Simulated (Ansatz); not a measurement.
**TiO2: starts and ends of a spin-polarised SCF**

Aim: see which self-consistent states TiO2 reaches from different starts at one fixed geometry, and which of them is lowest. System: TiO2, its deposited structure (space group P4_2/mnm); the cell holds 6 atoms. Source: COD entry 4102355, which need not be the ambient phase.

Program: Ansatz 0.2.0. Level of theory: DFT PBE+U, PAW, plane waves, scalar-relativistic; U − J = 3 eV on Ti d. These are calculated values, not measurements.

### 1 The system as given

Symmetry: P4_2/mnm, No. 136, tetragonal system. The conventional cell has a = 4.589 Å, b = 4.589 Å, c = 2.958 Å, α = 90.00°, β = 90.00°, γ = 90.00°. Ti (site symmetry mmm) has 6 O at 1.96 Å as nearest neighbours. O (site symmetry m2m) is surrounded by 3 Ti at 1.96 Å.

As a file:

```cif
data_structure
_symmetry_space_group_name_H-M 'P 1'
_symmetry_Int_Tables_number 1
_cell_length_a 4.5888
_cell_length_b 4.5888
_cell_length_c 2.9576
_cell_angle_alpha 90.000
_cell_angle_beta 90.000
_cell_angle_gamma 90.000
_cell_volume 62.28
loop_
_atom_site_label
_atom_site_type_symbol
_atom_site_fract_x
_atom_site_fract_y
_atom_site_fract_z
_atom_site_occupancy
Ti1 Ti 0.00000 0.00000 0.00000 1
Ti2 Ti 0.50000 0.50000 0.50000 1
O1 O 0.30233 0.30233 0.00000 1
O2 O 0.19767 0.80233 0.50000 1
O3 O 0.69767 0.69767 0.00000 1
O4 O 0.80233 0.19767 0.50000 1
```

Atoms are counted from 1 in the order of input.yaml (O6 and so on).

First come: parallel moments, plain SCF; opposed moments +-, plain SCF; no spin polarisation; spin on, no moments given (the program may seed its own), plain SCF. Further starts follow from what these give.

“Plain SCF” means no search for lower states. Ends within 0.2 meV/atom and 0.1 μB count as one state.

The total moment includes the space between the atomic spheres.

### 2 Parallel moments, plain SCF

input.yaml reads:

```yaml
crystal:
  lattice:
    - [4.58878, 0.0, 0.0]
    - [0.0, 4.58878, 0.0]
    - [0.0, 0.0, 2.95756]
  atoms:
    - { symbol: Ti, position: [0.0, 0.0, 0.0], spin: 1.0 }
    - { symbol: Ti, position: [0.5, 0.5, 0.5], spin: 1.0 }
    - { symbol: O, position: [0.30233, 0.30233, 0.0] }
    - { symbol: O, position: [0.19767, 0.80233, 0.5] }
    - { symbol: O, position: [0.69767, 0.69767, 0.0] }
    - { symbol: O, position: [0.80233, 0.19767, 0.5] }
magnetization:
  spin_polarized: true
hamiltonian:
  xc: pbe
  pseudopotentials: { kind: paw }
  hubbard: { sites: [{ species: Ti, l: d, u_eff: 3.0 }] }
basis:
  ecutwfc: 420
kpoints:
  mp_grid: { grid: [5, 5, 7] }
scf:
  occupations: { method: fermi_dirac, width: 0.02 }
  lower_state_search: "off"
output:
  forces: true
  stress: true
```

What it wrote:

```text
Ti: projections on atomic orbitals take those of the free atom [Ne] 3s2 3p6 3d2 4s2, of charge +0.00 (hamiltonian.pseudopotentials.projection_atoms); the dataset's partial waves leave at most 4.1e-7 of an orbital's norm unspanned inside its sphere
O: projections on atomic orbitals take those of the free atom [He] 2s2 2p4, of charge +0.00 (hamiltonian.pseudopotentials.projection_atoms); the dataset's partial waves leave at most 1.9e-8 of an orbital's norm unspanned inside its sphere
Engine: ansatz 0.2.0, x86_64-unknown-linux-gnu
Pseudopotentials: kind: paw
Pseudopotential: Ti, paw, valence charge 12, recommended cutoff 420 eV (normal), Ti.paw.azcp
Pseudopotential: O, paw, valence charge 6, recommended cutoff 420 eV (normal), O.paw.azcp
Functional definition: PBE
  parameter kappa = 0.804
  parameter beta = 0.06672455060314922
  exchange = pbe_x(kappa = kappa, mu = beta*pi^2/3)
  correlation = pbe_c(beta = beta)
Crystal: 6 atoms, lattice volume = 62.277 Å³
Basis set: ecut = 420 eV, 1217 PW (Γ), exchange–correlation on 64×64×40 points (8 copies of the dense FFT grid, shifted against one another)
Bands: 31, of which v1, the nominal top of the filled ones, is band 24 counted from 1 (23 counted from 0)
Symmetry: 16 space group operations
Space group: P42/mnm (ITA 136), of the structure as read, at distance tolerance 4.0e-5 Å
Magnetic group: BNS 136.495 (UNI 1155), of the structure as read, at distance tolerance 4.0e-5 Å
k-points: 24 of 175
Non-local potential: Ti, projectors of the file, l = 0: 3, l = 1: 2, l = 2: 3, l = 3: 1
Non-local potential: O, projectors of the file, l = 0: 2, l = 1: 2, l = 2: 1
PAW form: soft (Blöchl's): semilocal exchange-correlation on the pseudo side does not see the compensation charge
PAW one-centre angular grid: Ti, 590 points (default); XC on 64 Gauss nodes
PAW one-centre angular grid: O, 110 points (default); XC on 64 Gauss nodes
Initial density: superposition of atomic densities (chi_scale 0.1, normalization cell, long waves kept (reshape's long-wave potential 0.00 eV rms))
Starting moments: Σ|m| = 2 μB on 2 of 6 sites
Initial wavefunctions: pseudopotential atomic-orbital guess
Functional: x = pbe(κ = 0.804, μ = 0.2195149727645171), c = pbe(β = 0.06672455060314922)
SCF iter   1: F=—  HF=-7272.258861 eV  |F-HF|=—  |Δ(HF+E_count)|=         —  Δρ=6.71e-2 (↑6.71e-2 ↓5.75e-2)  dr2=4.95e0  dr2_m=1.11e0  M=0.000 μB ∫|m|=0.646 μB  β_m=0.30  ethr=3.10e-3  ⟨swp⟩=6.0  Hψ=5966  notcnv=0
preconditioner: auto → Resta (q_TF=auto, 2.612 Å⁻¹)  ε∞=7.2  [insulator: Δε(μ)=2.223 eV  Ē_g=10.649 eV  σ=0.020 eV  W_gap=1.00  n_scr=18 (ndim 8)  ℏωp=26.6 eV  f_vac=0.000  D(μ)=0.00/eV (n_scr^D=0)  ε∞_Penn≈7.2]
spin=Collinear: Resta preconditioning applied to the charge; magnetization (m = ρ↑ − ρ↓) channel mixes plain (no charge-response kernel on spin).
SCF iter   2: F=—  HF=-7271.871620 eV  |F-HF|=—  |Δ(HF+E_count)|=   3.87e-1  Δρ=3.90e-2 (↑3.58e-2 ↓3.90e-2)  dr2=9.09e-1  dr2_m=5.41e-1  M=0.000 μB ∫|m|=0.649 μB  β_m=0.30  ethr=3.10e-3  ⟨swp⟩=2.2  Hψ=2721  notcnv=0  defer=59
SCF iter   3: F=—  HF=-7272.018448 eV  |F-HF|=—  |Δ(HF+E_count)|=   1.47e-1  Δρ=2.94e-2 (↑2.41e-2 ↓2.94e-2)  dr2=3.53e-1  dr2_m=2.89e-1  M=0.000 μB ∫|m|=0.564 μB  β_m=0.30  ethr=1.89e-3  ⟨swp⟩=2.5  Hψ=2346  notcnv=0  defer=59
SCF iter   4: F=—  HF=-7272.143079 eV  |F-HF|=—  |Δ(HF+E_count)|=   1.25e-1  Δρ=2.03e-2 (↑2.03e-2 ↓1.47e-2)  dr2=2.99e-2  dr2_m=1.69e-1  M=0.000 μB ∫|m|=0.439 μB  β_m=0.30  ethr=7.35e-4  ⟨swp⟩=2.3  Hψ=2480  notcnv=0  defer=59
SCF iter   5: F=—  HF=-7272.195865 eV  |F-HF|=—  |Δ(HF+E_count)|=   5.28e-2  Δρ=1.37e-2 (↑1.37e-2 ↓1.25e-2)  dr2=7.57e-3  dr2_m=9.50e-2  M=0.000 μB ∫|m|=0.370 μB  β_m=0.30  ethr=6.23e-5  ⟨swp⟩=2.2  Hψ=2439  notcnv=0  defer=59
SCF iter   6: F=—  HF=-7272.233554 eV  |F-HF|=—  |Δ(HF+E_count)|=   3.77e-2  Δρ=9.99e-3 (↑9.85e-3 ↓9.99e-3)  dr2=1.25e-3  dr2_m=5.57e-2  M=0.000 μB ∫|m|=0.307 μB  β_m=0.30  ethr=1.58e-5  ⟨swp⟩=2.1  Hψ=2734  notcnv=0  defer=60
SCF iter   7: F=—  HF=-7272.252815 eV  |F-HF|=—  |Δ(HF+E_count)|=   1.93e-2  Δρ=7.95e-3 (↑7.32e-3 ↓7.95e-3)  dr2=5.82e-4  dr2_m=3.32e-2  M=0.000 μB ∫|m|=0.255 μB  β_m=0.30  ethr=2.61e-6  ⟨swp⟩=2.0  Hψ=2393  notcnv=0  defer=60
Mixer restart at iter 7: flushing history
spin-set hold released at iteration 7 (site moments contracting): the magnetisation degrees of freedom join the quasi-Newton model from the next iteration; the mixer history was flushed
SCF iter   8: F=—  HF=-7272.263725 eV  |F-HF|=—  |Δ(HF+E_count)|=   1.09e-2  Δρ=6.08e-3 (↑5.88e-3 ↓6.08e-3)  dr2=1.67e-4  dr2_m=2.04e-2  M=0.000 μB ∫|m|=0.211 μB  β_m=0.64  ethr=1.21e-6  ⟨swp⟩=1.9  Hψ=2376  notcnv=0  defer=60
SCF iter   9: F=—  HF=-7272.281354 eV  |F-HF|=—  |Δ(HF+E_count)|=   1.76e-2  Δρ=1.82e-3 (↑6.01e-4 ↓1.82e-3)  dr2=1.08e-3  dr2_m=7.76e-4  M=0.000 μB ∫|m|=0.047 μB  β_m=0.72  ethr=3.48e-7  ⟨swp⟩=3.1  Hψ=3351  notcnv=0  defer=60
SCF iter  10: F=—  HF=-7272.281703 eV  |F-HF|=—  |Δ(HF+E_count)|=   3.49e-4  Δρ=1.08e-3 (↑1.08e-3 ↓3.05e-4)  dr2=6.10e-4  dr2_m=2.11e-4  M=0.000 μB ∫|m|=0.023 μB  β_m=0.76  ethr=3.48e-7  ⟨swp⟩=2.4  Hψ=3094  notcnv=0  defer=60
SCF iter  11: F=—  HF=-7272.281731 eV  |F-HF|=—  |Δ(HF+E_count)|=   2.83e-5  Δρ=4.54e-4 (↑4.54e-4 ↓1.68e-4)  dr2=8.88e-5  dr2_m=4.57e-5  M=0.000 μB ∫|m|=0.011 μB  β_m=0.88  ethr=3.48e-7  ⟨swp⟩=1.5  Hψ=1812  notcnv=0  defer=60
SCF iter  12: F=—  HF=-7272.281748 eV  |F-HF|=—  |Δ(HF+E_count)|=   1.75e-5  Δρ=1.06e-4 (↑1.06e-4 ↓1.76e-5)  dr2=4.51e-6  dr2_m=1.96e-6  M=0.000 μB ∫|m|=0.002 μB  β_m=0.80  ethr=1.85e-7  ⟨swp⟩=2.1  Hψ=2383  notcnv=0  defer=60
iter 13 did not close the SCF: its close was put off for a magnetic moment that had not settled (scf_convergence_deferred on its scf_iter line)
SCF iter  13: F=-7272.281749 eV  HF=-7272.281749 eV  |F-HF|=2.59e-8  |Δ(HF+E_count)|=   5.26e-7  Δρ=1.06e-5 (↑1.06e-5 ↓2.75e-6)  dr2=4.40e-8  dr2_m=1.98e-8  M=0.000 μB ∫|m|=0.000 μB  β_m=0.90  ethr=2.08e-10  ⟨swp⟩=3.0  Hψ=5318  notcnv=0
iter 14 did not close the SCF: its close was put off for a magnetic moment that had not settled (scf_convergence_deferred on its scf_iter line)
SCF iter  14: F=-7272.281749 eV  HF=-7272.281749 eV  |F-HF|=1.59e-10  |Δ(HF+E_count)|=   7.00e-9  Δρ=6.00e-7 (↑6.00e-7 ↓4.65e-7)  dr2=2.95e-10  dr2_m=8.33e-11  M=0.000 μB ∫|m|=0.000 μB  β_m=0.95  ethr=9.16e-11  ⟨swp⟩=2.0  Hψ=4105  notcnv=0
SCF iter  15: F=-7272.281749 eV  HF=-7272.281749 eV  |F-HF|=2.00e-11  |Δ(HF+E_count)|=  2.56e-10  Δρ=1.27e-7 (↑1.27e-7 ↓1.11e-7)  dr2=2.24e-11  dr2_m=4.38e-12  M=0.000 μB ∫|m|=0.000 μB  ethr=1.00e-12  ⟨swp⟩=1.0  Hψ=4125  notcnv=0
WARN: the starting moments were not kept: the SCF closed with an absolute magnetisation of 3.3e-6 μB, where they sum to 2 μB in size (2 sites). That is at most 0.1 of that sum. Measured as dr2_m measures the in/out step, that magnetisation stands 2.0e-12 eV from none, at or under the dr2_threshold of 1.0e-7 eV: it is no larger than a step whose dr2_m would equal this threshold. The system may hold no moment; this SCF shows only that its start led to no more than that. To try another start: raise the starting moments (crystal.atoms[].spin, magnetization.per_species, magnetization.initial_magnetization, or on a non-collinear deck that types none of these the spinor_matrix: blocks that start its atoms; where the total moment is fixed, keep their sum and leave initial_magnetization as it is; typed ones take the place of any that the run laid by itself, positive ones on a crystal's lanthanoids without a Hubbard term where scf.initial_density.shell_occupations: [] is typed) or, if the notice of its spin-set hold's release reads "site moments contracting" or "site moments show no strong build", lengthen the hold (scf.mixing.spin_hold: { on: { confirm: 4 } }; for m-r²SCAN on two components see the key's manual first). Each may lead to a state that holds a moment. A second SCF, from the converged charge density, with the starting moments and any scf.initial_density.shell_occupations laid on it anew, would have followed, and was not run: the deck does not ask for one (magnetization.retry_lost_moments is false, the default). To let it run, set magnetization.retry_lost_moments: true and run the deck again, where that key's refused combinations let it; where memory then withholds it, that run's warning says so.
SCF 1 converged in 15 iterations: F = -7272.281749 eV  dr2 = 2.24e-11
SCF converged after 15 iterations
Magnetization: 0.0000 μB (24.0000 up, 24.0000 down)
Absolute magnetization: 0.0000 μB (∫|ρ↑−ρ↓|, with the PAW one-centre terms)
Spin contamination: 0.0000 ħ² per cell (⟨S²⟩ above its minimum at these occupations)
Per-site moments (μB) at R_I (Å): [(4.026881094811528e-7, 0.8075229849199423), (4.0268810944098355e-7, 0.8075229849199423), (-3.944864906129141e-7, 0.8075229849199425), (-3.944864906497979e-7, 0.8075229849199423), (-3.9448649065950844e-7, 0.8075229849199423), (-3.944864906327054e-7, 0.8075229849199423)]
Free energy (F): -7272.281749 eV
Harris-Foulkes:  -7272.281749 eV  (|F-HF|=2.00e-11)
Internal energy: -7272.281749 eV  (E = F + TS)
E sigma→0 (E₀):  -7272.281749 eV
Fermi energy:    10.542542 eV
--- Per-component energies (eV) ---
  E_band       = -390.107259
  E_kinetic    = 1247.856094
  E_local      = -3066.161005  (includes V_loc(G=0)·N_el)
  E_nonlocal   = 194.348654
  E_hartree    = 1164.760974
  E_xc         = -493.512989
  E_vxc        = -625.045303  (∫ρ·V_xc dr)
  E_hubbard    = 4.861408  (on-site DFT+U / exact-exchange correction)
  E_vhub       = 3.348012  (the Hubbard potential's part of the band-sum identity)
  E_paw        = -2720.994424  (= ΣΔE_a)
  E_vpaw       = -473.985842  (= ΣTr[D̂ρ^β])
  E_aug_tail   = 0.010245  (compensation charges beyond the density's cutoff)
  E_ewald      = -3603.450705
  E_smearing   = -0.000000  (= −TS)
  E_closure    = 0.000000  (closes the sum)
  Σ components = -7272.281749   (vs F -7272.281749, Δ=0.00e0)
--- Forces (eV/Å), atoms counted from 1 ---
  atom   1  Ti     0.00000000    -0.00000000     0.00000000
  atom   2  Ti     0.00000000     0.00000000     0.00000000
  atom   3  O      0.18636724     0.18636724     0.00000000
  atom   4  O     -0.18636724     0.18636724     0.00000000
  atom   5  O     -0.18636724    -0.18636724     0.00000000
  atom   6  O      0.18636724    -0.18636724     0.00000000
  max |Σ_I F_I| component: 1.39e-16 eV/Å
--- Stress (GPa, compression-positive) ---
        6.923679       0.000000       0.000000
        0.000000       6.923679       0.000000
        0.000000       0.000000       8.967023
  P = ⅓ Tr σ = 7.6048 GPa (76.048 kbar)
Occupation matrices written to <dir>
```

It took 3.8 min on 2 threads of an x86-64 CPU, shared host; peak memory 0.46 GiB.

The state reached is non-magnetic, a gap of 2.14 eV on the k-mesh.

### 3 Opposed moments +-, plain SCF

Edit input.yaml of step 2 so:

```diff
@@ -7,3 +7,3 @@
     - { symbol: Ti, position: [0.0, 0.0, 0.0], spin: 1.0 }
-    - { symbol: Ti, position: [0.5, 0.5, 0.5], spin: 1.0 }
+    - { symbol: Ti, position: [0.5, 0.5, 0.5], spin: -1.0 }
     - { symbol: O, position: [0.30233, 0.30233, 0.0] }
```

What it wrote:

```text
[... 14 lines as in an earlier run ...]
Symmetry: 8 space group operations
Space group: Cmmm (ITA 65), of the structure as read, at distance tolerance 4.0e-5 Å
Magnetic group: BNS 136.498 (UNI 1158), of the structure as read, at distance tolerance 4.0e-5 Å
k-points: 36 of 175
[... 6 lines as in an earlier run ...]
Starting moments: Σ|m| = 2 μB on 2 of 6 sites
Starting magnetic order: altermagnet, d-wave, planar spin-momentum locking; spin-degenerate planes through Γ normal to [0 1 0], [1 0 0] of the run's lattice
[... 2 lines as in an earlier run ...]
SCF iter   1: F=—  HF=-7272.286582 eV  |F-HF|=—  |Δ(HF+E_count)|=         —  Δρ=6.10e-2 (↑6.10e-2 ↓6.10e-2)  dr2=4.92e0  dr2_m=1.01e0  M=0.000 μB ∫|m|=0.536 μB  β_m=0.30  ethr=3.10e-3  ⟨swp⟩=6.0  Hψ=9017  notcnv=0
preconditioner: auto → Resta (q_TF=auto, 2.612 Å⁻¹)  ε∞=7.3  [insulator: Δε(μ)=2.405 eV  Ē_g=10.610 eV  σ=0.020 eV  W_gap=1.00  n_scr=18 (ndim 8)  ℏωp=26.6 eV  f_vac=0.000  D(μ)=0.00/eV (n_scr^D=0)  ε∞_Penn≈7.3]
[... 1 line as in an earlier run ...]
SCF iter   2: F=—  HF=-7271.879381 eV  |F-HF|=—  |Δ(HF+E_count)|=   4.07e-1  Δρ=3.65e-2 (↑3.65e-2 ↓3.65e-2)  dr2=9.13e-1  dr2_m=4.99e-1  M=0.000 μB ∫|m|=0.522 μB  β_m=0.30  ethr=3.10e-3  ⟨swp⟩=2.2  Hψ=4101  notcnv=0  defer=86
SCF iter   3: F=—  HF=-7272.016825 eV  |F-HF|=—  |Δ(HF+E_count)|=   1.37e-1  Δρ=2.66e-2 (↑2.66e-2 ↓2.66e-2)  dr2=3.51e-1  dr2_m=2.79e-1  M=0.000 μB ∫|m|=0.442 μB  β_m=0.30  ethr=1.90e-3  ⟨swp⟩=2.0  Hψ=3308  notcnv=0  defer=86
SCF iter   4: F=—  HF=-7272.140786 eV  |F-HF|=—  |Δ(HF+E_count)|=   1.24e-1  Δρ=1.80e-2 (↑1.80e-2 ↓1.80e-2)  dr2=3.77e-2  dr2_m=1.73e-1  M=0.000 μB ∫|m|=0.335 μB  β_m=0.30  ethr=7.31e-4  ⟨swp⟩=2.1  Hψ=3514  notcnv=0  defer=86
SCF iter   5: F=—  HF=-7272.192780 eV  |F-HF|=—  |Δ(HF+E_count)|=   5.20e-2  Δρ=1.34e-2 (↑1.34e-2 ↓1.34e-2)  dr2=7.69e-3  dr2_m=9.89e-2  M=0.000 μB ∫|m|=0.277 μB  β_m=0.30  ethr=7.85e-5  ⟨swp⟩=2.2  Hψ=3640  notcnv=0  defer=86
SCF iter   6: F=—  HF=-7272.231890 eV  |F-HF|=—  |Δ(HF+E_count)|=   3.91e-2  Δρ=1.02e-2 (↑1.02e-2 ↓1.02e-2)  dr2=1.28e-3  dr2_m=5.86e-2  M=0.000 μB ∫|m|=0.223 μB  β_m=0.30  ethr=1.60e-5  ⟨swp⟩=2.2  Hψ=4292  notcnv=0  defer=86
SCF iter   7: F=—  HF=-7272.252087 eV  |F-HF|=—  |Δ(HF+E_count)|=   2.02e-2  Δρ=7.83e-3 (↑7.83e-3 ↓7.83e-3)  dr2=5.15e-4  dr2_m=3.49e-2  M=0.000 μB ∫|m|=0.181 μB  β_m=0.30  ethr=2.67e-6  ⟨swp⟩=2.2  Hψ=3727  notcnv=0  defer=86
Mixer restart at iter 7: flushing history
spin-set hold released at iteration 7 (site moments contracting): the magnetisation degrees of freedom join the quasi-Newton model from the next iteration; the mixer history was flushed
SCF iter   8: F=—  HF=-7272.263701 eV  |F-HF|=—  |Δ(HF+E_count)|=   1.16e-2  Δρ=6.08e-3 (↑6.08e-3 ↓6.08e-3)  dr2=2.02e-4  dr2_m=2.10e-2  M=0.000 μB ∫|m|=0.146 μB  β_m=0.64  ethr=1.07e-6  ⟨swp⟩=2.1  Hψ=4074  notcnv=0  defer=86
SCF iter   9: F=—  HF=-7272.281654 eV  |F-HF|=—  |Δ(HF+E_count)|=   1.80e-2  Δρ=7.25e-4 (↑7.25e-4 ↓7.24e-4)  dr2=5.78e-4  dr2_m=1.55e-4  M=0.000 μB ∫|m|=0.019 μB  β_m=0.63  ethr=4.21e-7  ⟨swp⟩=3.0  Hψ=5400  notcnv=0  defer=86
SCF iter  10: F=—  HF=-7272.281686 eV  |F-HF|=—  |Δ(HF+E_count)|=   3.19e-5  Δρ=3.76e-4 (↑3.75e-4 ↓3.76e-4)  dr2=8.23e-5  dr2_m=5.98e-5  M=0.000 μB ∫|m|=0.011 μB  β_m=0.75  ethr=4.21e-7  ⟨swp⟩=2.0  Hψ=4209  notcnv=0  defer=86
SCF iter  11: F=—  HF=-7272.281735 eV  |F-HF|=—  |Δ(HF+E_count)|=   4.90e-5  Δρ=1.47e-4 (↑1.47e-4 ↓1.47e-4)  dr2=2.71e-6  dr2_m=1.17e-5  M=0.000 μB ∫|m|=0.005 μB  β_m=0.87  ethr=1.71e-7  ⟨swp⟩=2.0  Hψ=3332  notcnv=0  defer=86
SCF iter  12: F=—  HF=-7272.281749 eV  |F-HF|=—  |Δ(HF+E_count)|=   1.31e-5  Δρ=2.72e-5 (↑2.72e-5 ↓2.66e-5)  dr2=1.93e-7  dr2_m=3.69e-7  M=0.000 μB ∫|m|=0.001 μB  β_m=0.87  ethr=5.64e-9  ⟨swp⟩=2.9  Hψ=3967  notcnv=0  defer=86
iter 13 did not close the SCF: its close was put off for a magnetic moment that had not settled (scf_convergence_deferred on its scf_iter line)
SCF iter  13: F=-7272.281749 eV  HF=-7272.281749 eV  |F-HF|=8.26e-9  |Δ(HF+E_count)|=   3.30e-7  Δρ=5.19e-6 (↑4.69e-6 ↓5.19e-6)  dr2=2.52e-8  dr2_m=9.49e-9  M=0.000 μB ∫|m|=0.000 μB  β_m=0.94  ethr=2.08e-10  ⟨swp⟩=4.3  Hψ=7144  notcnv=0
SCF iter  14: F=-7272.281749 eV  HF=-7272.281749 eV  |F-HF|=2.47e-10  |Δ(HF+E_count)|=   1.73e-8  Δρ=1.10e-6 (↑1.10e-6 ↓1.09e-6)  dr2=3.29e-9  dr2_m=4.24e-11  M=0.000 μB ∫|m|=0.000 μB  ethr=5.25e-11  ⟨swp⟩=2.0  Hψ=6343  notcnv=0
WARN: the starting moments were not kept: the SCF closed with an absolute magnetisation of 7.0e-6 μB, where they sum to 2 μB in size (2 sites). That is at most 0.1 of that sum. Measured as dr2_m measures the in/out step, that magnetisation stands 6.1e-12 eV from none, at or under the dr2_threshold of 1.0e-7 eV: it is no larger than a step whose dr2_m would equal this threshold. The system may hold no moment; this SCF shows only that its start led to no more than that. To try another start: raise the starting moments (crystal.atoms[].spin, magnetization.per_species, magnetization.initial_magnetization, or on a non-collinear deck that types none of these the spinor_matrix: blocks that start its atoms; where the total moment is fixed, keep their sum and leave initial_magnetization as it is; typed ones take the place of any that the run laid by itself, positive ones on a crystal's lanthanoids without a Hubbard term where scf.initial_density.shell_occupations: [] is typed) or, if the notice of its spin-set hold's release reads "site moments contracting" or "site moments show no strong build", lengthen the hold (scf.mixing.spin_hold: { on: { confirm: 4 } }; for m-r²SCAN on two components see the key's manual first). Each may lead to a state that holds a moment. A second SCF, from the converged charge density, with the starting moments and any scf.initial_density.shell_occupations laid on it anew, would have followed, and was not run: the deck does not ask for one (magnetization.retry_lost_moments is false, the default). To let it run, set magnetization.retry_lost_moments: true and run the deck again, where that key's refused combinations let it; where memory then withholds it, that run's warning says so.
SCF 1 converged in 14 iterations: F = -7272.281749 eV  dr2 = 3.29e-9
SCF converged after 14 iterations
Magnetization: 0.0000 μB (24.0000 up, 24.0000 down)
Absolute magnetization: 0.0000 μB (∫|ρ↑−ρ↓|, with the PAW one-centre terms)
Spin contamination: 0.0000 ħ² per cell (⟨S²⟩ above its minimum at these occupations)
Per-site moments (μB) at R_I (Å): [(-1.0861588181004443e-6, 0.8075229849199423), (1.057333173037101e-6, 0.8075229849199423), (1.5139329312677557e-8, 0.8075229849199425), (2.2408659090545418e-9, 0.8075229849199423), (1.5139329289523435e-8, 0.8075229849199423), (2.240865959434242e-9, 0.8075229849199423)]
Free energy (F): -7272.281749 eV
Harris-Foulkes:  -7272.281749 eV  (|F-HF|=2.47e-10)
Internal energy: -7272.281749 eV  (E = F + TS)
E sigma→0 (E₀):  -7272.281749 eV
Fermi energy:    10.542526 eV
[... 30 lines left out: energy terms, forces, stress ...]
Occupation matrices written to <dir>
```

Run time: 4.4 min. Hardware: 2 threads of an x86-64 CPU, shared host; peak memory 0.51 GiB.

This is the state of step 2 again (non-magnetic), after 14 iterations.

[end of part 1 of 2]
